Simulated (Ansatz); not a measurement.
Runs of Ansatz 0.2.0 on BN. Symmetry: F-43m, No. 216, cubic system. The conventional cell has a = 3.626 Å, b = 3.626 Å, c = 3.626 Å, α = 90.00°, β = 90.00°, γ = 90.00°. N (site symmetry -43m) is surrounded by 4 B at 1.57 Å. B (site symmetry -43m) has 4 N at 1.57 Å as nearest neighbours. The cell is a database's computed one.

```csv
task,level,cell,k mesh,cutoff (eV),smearing,driver,eos,points for each segment of the path,mesh quality,gap on the mesh (eV),relaxed volume (Å³/atom)
Born charges and dielectric tensor,B3LYP+D3(BJ),as given,7 × 7 × 7,420,fixed,-,-,-,coarse,(b),-
band structure,r2SCAN50,as given,7 × 7 × 7,500,fermi-dirac 0.05 eV,-,-,4,coarse,9.08,-
relaxation of cell and atoms,PBEsol,relaxed,13 × 13 × 13,420,fermi-dirac 0.05 eV,-,-,-,not flagged,4.37,5.86
relaxation of cell and atoms,HSEsol,relaxed,7 × 7 × 7,420,fermi-dirac 0.05 eV,-,-,-,coarse,(a),5.76
```

Alike in all rows: potentials or basis Ansatz PAW; no spin polarisation.

Question: Estimate the missing entries.

Answer: (a) 6.00; (b) 6.78.

Caveats: some runs use coarse meshes; the PAW data sets come from PBE, with cores solved anew for the run's functional, which leaves a small shift of forces and pressure; odd divisions of the mesh miss points on the zone boundary, where band edges often lie, so the gap on the mesh can be too wide (some runs); the plane-wave basis is chosen anew once the cell has moved, so the energies of steps on either side of that aren't comparable (some runs); the potentials were made for another functional, which shifts forces and pressure (some runs); the k mesh misses the band edges, so the gap on the mesh is wider than the one along the path (some runs).

Not every run made on this cell is shown here.
